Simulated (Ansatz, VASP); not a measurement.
## One calculation of Si, two programs

Contents of INCAR:

```
SYSTEM = Si
PREC = Accurate
ENCUT = 520
EDIFF = 1E-7
ISMEAR = -1
SIGMA = 0.05
LREAL = .FALSE.
LASPH = .TRUE.
NELM = 100
ALGO = Normal
ISIF = 2
LWAVE = .FALSE.
LCHARG = .FALSE.
GGA = PE
NBANDS = 16
```

File KPOINTS:

```
regular mesh
0
G
  8 8 8
  0 0 0
```

Contents of POSCAR:

```
Si
1.0
   -3.3474677417      3.3474677417      1.9351170619
    3.3474677417     -3.3474677417      1.9351170619
    3.3474677417      3.3474677417     -1.9351170619
Si
4
Direct
    0.8211989400      0.1788010600      0.0000000000
    0.1788010600      0.8211989400      0.0000000000
    0.8211989400      0.8211989400      0.6423978800
    0.1788010600      0.1788010600      0.3576021200
```

Contents of input.yaml:

```yaml
crystal:
  lattice:
    - [-3.3474677417, 3.3474677417, 1.9351170619]
    - [3.3474677417, -3.3474677417, 1.9351170619]
    - [3.3474677417, 3.3474677417, -1.9351170619]
  atoms:
    - { symbol: Si, position: [0.82119894, 0.17880106, 0.0] }
    - { symbol: Si, position: [0.17880106, 0.82119894, 0.0] }
    - { symbol: Si, position: [0.82119894, 0.82119894, 0.64239788] }
    - { symbol: Si, position: [0.17880106, 0.17880106, 0.35760212] }
hamiltonian:
  xc: pbe
  pseudopotentials: { kind: paw }
kpoints:
  mp_grid: { grid: [8, 8, 8] }
scf:
  occupations: { method: fermi_dirac, width: 0.05 }
output:
  forces: true
  stress: true
  eigenvalues: true
```

Change from the starting cell: volume scaled by 1.02.

Alike in both runs: task single point; functional PBE; k mesh 8 × 8 × 8; occupations fermi-dirac, width 0.05 eV; no spin polarisation.

|  | VASP | Ansatz |
| --- | --- | --- |
| version | VASP 6.6.1 | Ansatz 0.2.0 |
| potentials or method | VASP PAW PBE potentials, release 64 (Si) | Ansatz PAW |
| plane-wave cutoff (eV) | 520 | 420 |
| valence electrons in the cell | 16 | 16 |

```csv
,VASP,Ansatz,Ansatz less VASP
gap on the k mesh at the Fermi level (eV),0.26,0.26,-0.002
least direct gap on the mesh (eV),0.41,0.41,-0.001
pressure (GPa),-0.4,-0.3,+0.07
largest component of the traceless stress (GPa),0.08,0.06,-0.014
rms of the force components (eV/Å),0.021,0.021,+0.0001
```

Atom by atom the forces differ by 0.000 eV/Å (rms over components). The functional is the same, so the differences come from potentials, cutoffs and numerics.

A k mesh can miss the band edges.
